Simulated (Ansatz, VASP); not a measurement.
# Si in VASP and in Ansatz

```
CELL_PARAMETERS angstrom
0.00000 2.65688 2.65688
2.65688 0.00000 2.65688
2.65688 2.65688 0.00000
ATOMIC_POSITIONS crystal
Si 0.50000 0.50000 0.50000
Si 0.75000 0.75000 0.75000
```

Alike in both runs: task single point; functional LDA; k mesh 12 × 12 × 12; occupations gaussian, width 0.05 eV; no spin polarisation.

|  | VASP | Ansatz |
| --- | --- | --- |
| version | VASP 6.6.1 | Ansatz 0.2.0 |
| potentials or method | VASP PAW LDA potentials, release 64 (Si) | scalar-relativistic, plane waves, PAW |
| plane-wave cutoff (eV) | 520 | 420 |
| valence electrons in the cell | 8 | 8 |

|  | VASP | Ansatz | Ansatz less VASP |
| --- | --- | --- | --- |
| gap on the k mesh at the Fermi level (eV) | 0.35 | 0.36 | +0.003 |
| least direct gap on the mesh (eV) | 2.55 | 2.55 | +0.001 |
| pressure (GPa) | 5.4 | 5.3 | -0.07 |

Ansatz warned: «pseudo_functional_mismatch».
